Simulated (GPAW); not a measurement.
# WC (Fm-3m) in GPAW: convergence with smearing function

Aim: find how far smearing function must go before the results for WC settle, at PBEsol. This setting moves, with any that are tied to it; all else stays.

Program: GPAW 26.7.0. These are calculated values, not measurements. Logs are shortened: lines on timing, memory, paths and dates and some standing lists are left out, and cuts for length are marked. The log counts tension as positive stress, the text compression.

## 1. The crystal as given

Symmetry: Fm-3m, No. 225, cubic system. The conventional cell has a = 4.385 Å, b = 4.385 Å, c = 4.385 Å, α = 90.00°, β = 90.00°, γ = 90.00°. Around W (site symmetry m-3m) lie 6 C at 2.19 Å. Around C (site symmetry m-3m) lie 6 W at 2.19 Å.

Measurements of this composition are mostly on another form, of space group No. 187.

## 2. With smearing function fermi-dirac

File run.py:

```python
from ase import Atoms
from ase.dft.bandgap import bandgap
from ase.io import write
from ase.units import GPa
from gpaw import GPAW, PW, setup_paths

setup_paths.insert(0, '.')

atoms = Atoms(['W', 'C'],
              cell=[[0.0, 2.192684, 2.192684],
                    [2.192684, 0.0, 2.192684],
                    [2.192684, 2.192684, 0.0]],
              scaled_positions=[[0.0, 0.0, 0.0],
                                [0.5, 0.5, 0.5]],
              pbc=True)

calc = GPAW(mode=PW(800),
            xc='PBEsol',
            kpts={'size': (10, 10, 10), 'gamma': True},
            occupations={'name': 'fermi-dirac', 'width': 0.1},
            nbands=19,
            convergence={'density': 1e-05, 'energy': 1e-05},
            maxiter=100,
            txt='gpaw.txt')
atoms.calc = calc
energy = atoms.get_potential_energy()
forces = atoms.get_forces()
stress = atoms.get_stress()
calc.write('gs.gpw')
write('result.traj', atoms)
print(f'Energy: {energy:.6f} eV')
print('Forces (eV/A):')
print(forces.round(4))
print('Stress (GPa):', (stress / GPa).round(3))
print('Fermi level:', round(calc.get_fermi_level(), 4), 'eV')
print(f'Gap: {bandgap(calc)[0]:.4f} eV, direct: {bandgap(calc, direct=True)[0]:.4f} eV')
```

Potentials or basis: PAW data sets generated in the run's folder for this functional, pw.

Run with:

```console
gpaw-setup -f PBEsol C W
OMP_NUM_THREADS=1 python run.py
```

gpaw.txt:

```text
__  _  _
 | _ |_)|_||  |
 |__||  | ||/\| - 26.7.0

Input parameters:
  mode=PW(ecut=800.0),
  convergence={'density': 1e-05, 'energy': 1e-05},
  kpts=MonkhorstPack(size=(10, 10, 10), gamma=True),
  maxiter=100,
  nbands=19,
  occupations=Occupations(name='fermi-dirac', width=0.1),
  xc=XC(name='PBEsol')

Diagonalizing LCAO Hamiltonian
Converting LCAO to pw mode

              C

       W

Atoms  # Å, Bohr magnetons
|   | symbol |        x |        y |        z |    initial magnetic moments |
|---|--------|----------|----------|----------|-----------------------------|
| 0 |      W | 0.000000 | 0.000000 | 0.000000 | ( 0.0000,  0.0000,  0.0000) |
| 1 |      C | 2.192684 | 2.192684 | 2.192684 | ( 0.0000,  0.0000,  0.0000) |

Unit cell  # Å
| periodic |        x |        y |        z |  lengths |    angles |
|----------|----------|----------|----------|----------|-----------|
|      yes | 0.000000 | 2.192684 | 2.192684 | 3.100923 | 60.000000 |
|      yes | 2.192684 | 0.000000 | 2.192684 | 3.100923 | 60.000000 |
|      yes | 2.192684 | 2.192684 | 0.000000 | 3.100923 | 60.000000 |

Number of symmetries: 48
Symmetry operations  # r_c * U_cc + t_c -> r_c
|    | kind |            matrix            |
|----|------|------------------------------|
|  0 |  σ   |  1, 0, 0,  1, 0,-1,  1,-1, 0 |
|  1 |  C2  |  1, 0, 0,  1,-1, 0,  1, 0,-1 |
|  2 |  E   |  1, 0, 0,  0, 1, 0,  0, 0, 1 |
|  3 |  σ   |  1, 0, 0,  0, 0, 1,  0, 1, 0 |
|  4 |  C4  |  1, 0,-1,  1, 0, 0,  1,-1, 0 |
|  5 |  S6  |  1, 0,-1,  1,-1, 0,  1, 0, 0 |
|  6 |  σ   |  1, 0,-1,  0, 1,-1,  0, 0,-1 |
|  7 |  C3  |  1, 0,-1,  0, 0,-1,  0, 1,-1 |
|  8 |  S6  |  1,-1, 0,  1, 0, 0,  1, 0,-1 |
|  9 |  C4  |  1,-1, 0,  1, 0,-1,  1, 0, 0 |
| 10 |  C3  |  1,-1, 0,  0,-1, 1,  0,-1, 0 |
| 11 |  σ   |  1,-1, 0,  0,-1, 0,  0,-1, 1 |
| 12 |  σ   |  0, 1, 0,  1, 0, 0,  0, 0, 1 |
| 13 |  C4  |  0, 1, 0,  0, 1,-1, -1, 1, 0 |
| 14 |  C3  |  0, 1, 0,  0, 0, 1,  1, 0, 0 |
| 15 |  S6  |  0, 1, 0, -1, 1, 0,  0, 1,-1 |
| 16 |  C2  |  0, 1,-1,  1, 0,-1,  0, 0,-1 |
[... 141 lines left out ...]
  Good broyden scale: 1.0
  Trust region scale: 1.0
  Backstep threshold: 4.0
  History deletion threshold: 6.0
  Fourier metric: weight=20.0, sigma=0.015

occupation numbers:
  Fermi-Dirac:
    width: 0.1000  # eV

poisson solver:
  ecut: 6400.0  # eV

xc functional:
  name: PBEsol with 2 nearest neighbor stencil

convergence criteria:
- Maximum integral of absolute [dens]ity change: 1e-05 electrons / valence electron
- Maximum [total energy] change in last 3 cyles: 1e-05 eV / valence electron
- Maximum integral of absolute [eigenst]ate change: 4e-08 eV^2 / valence electron
maximum number of iterations: 100

SCF iterations
|iter     | |      energy | eigst |  dens |
|---------|-|-------------|-------|-------|
|iter:   1| |  -23.416346 | +0.09 |       |
|iter:   2| |  -22.862359 | -2.59 | -0.90 |
|iter:   3| |  -21.644025 | -1.58 | -0.97 |
|iter:   4| |  -21.648291 | -3.43 | -1.75 |
|iter:   5| |  -21.655315 | -3.78 | -1.97 |
|iter:   6| |  -21.655228 | -5.75 | -3.03 |
|iter:   7| |  -21.655230c| -7.56c| -3.87 |
|iter:   8| |  -21.655231c| -8.20c| -4.29 |
|iter:   9| |  -21.655231c| -9.18c| -5.44c|

Converged in 9 steps
Energy contributions relative to reference atoms: (reference = -439665.733139)

Energy contributions:
  Kinetic:           8.594609
  Coulomb:         -10.073544
  Zero:              0.004319
  External:          0.000000
  Xc:              -20.166989
  Entropy:          -0.027250
  Spinorbit:         0.000000
  ----------------------------
  Free energy:     -21.668856
  Extrapolated:    -21.655231

dipole moment: (-16.335192, -16.335192, -16.335192)  # |e|*Ang

Fermi level: 15.274
Eigenvalues  # (at kpt = [0.000, 0.000, 0.000])
| band index |      eig [eV] | occ [0-2] |
|------------|---------------|-----------|
|          0 |       -59.909 |     2.000 |
|        ... |               |           |
|          5 |        12.500 |     2.000 |
|          6 |        12.500 |     2.000 |
|          7 |        12.500 |     2.000 |
|          8 |        14.238 |     2.000 |
|          9 |        14.238 |     2.000 |
|         10 |        14.238 |     2.000 |
|         11 |        14.294 |     2.000 |
|         12 |        14.294 |     2.000 |
|         13 |        21.753 |     0.000 |
|         14 |        24.989 |     0.000 |
|         15 |        38.392 |     0.000 |
|         16 |        38.392 |     0.000 |
|         17 |        38.392 |     0.000 |
|         18 |        41.101 |     0.000 |

No gap
No difference between direct/indirect transitions

Forces  # eV/Ang
|        x |        y |        z |
|----------|----------|----------|
|  0.00000 | -0.00000 |  0.00000 |  # W    0
| -0.00000 | -0.00000 | -0.00000 |  # C    1

Stress tensor  # eV/Ang^3
|         x |        y |         z |
|-----------|----------|-----------|
|  0.066483 | 0.000000 | -0.000000 |
|  0.000000 | 0.066483 |  0.000000 |
| -0.000000 | 0.000000 |  0.066483 |

# Writing to gs.gpw (mode='')
```

Run time: 21 s. Hardware: 1 thread of Arm Neoverse V2, shared host; peak memory 0.16 GiB.

Results:

```
Free energy            : -21.6689 eV
Pressure               : -10.7 GPa
Band gap on the k mesh : none (metal or under the smearing width)
```

## 3. With smearing function gaussian

Edit run.py of step 2 so:

```diff
@@ -19,3 +19,3 @@
             kpts={'size': (10, 10, 10), 'gamma': True},
-            occupations={'name': 'fermi-dirac', 'width': 0.1},
+            occupations={'name': 'methfessel-paxton', 'order': 0, 'width': 0.1},
             nbands=19,
```

Potentials or basis: PAW data sets generated in the run's folder for this functional, pw.

Run with:

```console
gpaw-setup -f PBEsol C W
OMP_NUM_THREADS=1 python run.py
```

It took 20 s on 1 thread of Arm Neoverse V2, shared host; peak memory 0.16 GiB.

It converged, with:

* Free energy: -21.6577 eV
* Pressure: -10.8 GPa
* Band gap on the k mesh: none (metal or under the smearing width)

## 4. With smearing function marzari-vanderbilt

Edit run.py of step 3 so:

```diff
@@ -19,3 +19,3 @@
             kpts={'size': (10, 10, 10), 'gamma': True},
-            occupations={'name': 'methfessel-paxton', 'order': 0, 'width': 0.1},
+            occupations={'name': 'marzari-vanderbilt', 'width': 0.1},
             nbands=19,
```

Run with:

```console
gpaw-setup -f PBEsol C W
OMP_NUM_THREADS=1 python run.py
```

Run time: 21 s. Hardware: 1 thread of Arm Neoverse V2, shared host; peak memory 0.16 GiB.

The run converged. Its results:

* Free energy: -21.6562 eV
* Pressure: -10.8 GPa
* Band gap on the k mesh: none (metal or under the smearing width)

## 5. With smearing function methfessel-paxton

Edit run.py of step 4 so:

```diff
@@ -19,3 +19,3 @@
             kpts={'size': (10, 10, 10), 'gamma': True},
-            occupations={'name': 'marzari-vanderbilt', 'width': 0.1},
+            occupations={'name': 'methfessel-paxton', 'width': 0.1, 'order': 1},
             nbands=19,
```

Run with:

```console
gpaw-setup -f PBEsol C W
OMP_NUM_THREADS=1 python run.py
```

It took 21 s on 1 thread of Arm Neoverse V2, shared host; peak memory 0.16 GiB.

Results (log left out):

```
Free energy            : -21.6556 eV
Pressure               : -10.8 GPa
Band gap on the k mesh : none (metal or under the smearing width)
```

## 6. With smearing function tetrahedron-method

Edit run.py of step 5 so:

```diff
@@ -19,3 +19,3 @@
             kpts={'size': (10, 10, 10), 'gamma': True},
-            occupations={'name': 'methfessel-paxton', 'width': 0.1, 'order': 1},
+            occupations={'name': 'tetrahedron-method'},
             nbands=19,
```

Potentials or basis: PAW data sets generated in the run's folder for this functional, pw.

Run with:

```console
gpaw-setup -f PBEsol C W
OMP_NUM_THREADS=1 python run.py
```

Wall time 21 s (1 thread of Arm Neoverse V2, shared host); peak memory 0.16 GiB.

The run converged. Its results:

| Property | Result |
| --- | --- |
| Free energy | -21.5646 eV |
| Pressure | -9.8 GPa |
| Band gap on the k mesh | none (metal or under the smearing width) |

## 7. With smearing function improved-tetrahedron-method

Edit run.py of step 6 so:

```diff
@@ -19,3 +19,3 @@
             kpts={'size': (10, 10, 10), 'gamma': True},
-            occupations={'name': 'tetrahedron-method'},
+            occupations={'name': 'improved-tetrahedron-method'},
             nbands=19,
```

Run with:

```console
gpaw-setup -f PBEsol C W
OMP_NUM_THREADS=1 python run.py
```

It took 21 s on 1 thread of Arm Neoverse V2, shared host; peak memory 0.16 GiB.

It converged, with:

- Free energy: -21.6489 eV
- Pressure: -10.7 GPa
- Band gap on the k mesh: none (metal or under the smearing width)

## 8. With smearing function fixed

Edit run.py of step 7 so:

```diff
@@ -19,3 +19,3 @@
             kpts={'size': (10, 10, 10), 'gamma': True},
-            occupations={'name': 'improved-tetrahedron-method'},
+            occupations={'width': 0.0},
             nbands=19,
```

Run with:

```console
gpaw-setup -f PBEsol C W
OMP_NUM_THREADS=1 python run.py
```

Wall time 20 s (1 thread of Arm Neoverse V2, shared host); peak memory 0.16 GiB.

It converged, with:

```yaml
Free_energy: -21.6548 eV
Pressure: -10.7 GPa
Band_gap_on_the_k_mesh: none (metal or under the smearing width)
```

## 9. The series at a glance

| smearing function | energy less the tightest run, at zero smearing (meV/atom) | pressure (GPa) | SCF cycles | CPU time (s) | peak memory (GiB) |
| --- | --- | --- | --- | --- | --- |
| fermi-dirac | -0.21 | -10.65 | 9 | 21 | 0.16 |
| gaussian | -0.49 | -10.77 | 9 | 20 | 0.16 |
| marzari-vanderbilt | -0.72 | -10.76 | 9 | 21 | 0.16 |
| methfessel-paxton | -0.40 | -10.78 | 9 | 21 | 0.16 |
| tetrahedron-method | 45.13 | -9.78 | 9 | 21 | 0.16 |
| improved-tetrahedron-method | 2.94 | -10.71 | 9 | 21 | 0.16 |
| fixed | 0.00 | -10.75 | 9 | 20 | 0.16 |

Against the tightest run, the pressure stays within 0.1 GPa from improved-tetrahedron-method on. Not settled before the last step: the energy (to 1 meV/atom). Narrower smearing needs a denser k mesh, so at a fixed mesh the narrowest width isn't the most accurate. The tightest run that finished is the yardstick and may itself not be fully converged.
